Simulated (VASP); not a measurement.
The system is CsSnBr3.

```
Cs Sn Br
1.0
     5.76883    0.00000    0.00000
     0.00000    5.76883    0.00000
     0.00000    0.00000    5.76883
Cs Sn Br
1 1 3
Direct
  0.00000 0.00000 0.00000
  0.50000 0.50000 0.50000
  0.50000 0.00000 0.50000
  0.50000 0.50000 0.00000
  0.00000 0.50000 0.50000
```

The cell is a database's computed one.

Base run:

- Program: VASP 6.6.1
- Functional: PBE0
- Potentials or basis: VASP PAW PBE potentials, release 64 (Cs_sv, Sn_d, Br)
- Cutoff: 520 eV
- k mesh: 4 × 4 × 4
- Occupations: gaussian, width 0.03 eV
- Spin: no spin polarisation

Its results: band gap on the k mesh 1.33 eV, direct; pressure 1.2 GPa.

**Question.** The run is repeated on the same cell with these changes: functional from PBE0 to PBE-EpsX. What comes out?

**Answer.** Band gap on the k mesh 0.43 eV, direct; pressure 1.6 GPa.

Caveats: the PAW data sets were made with another functional, which shifts forces and pressure a little; spin-orbit coupling is left out, which moves the levels of the heavy elements.
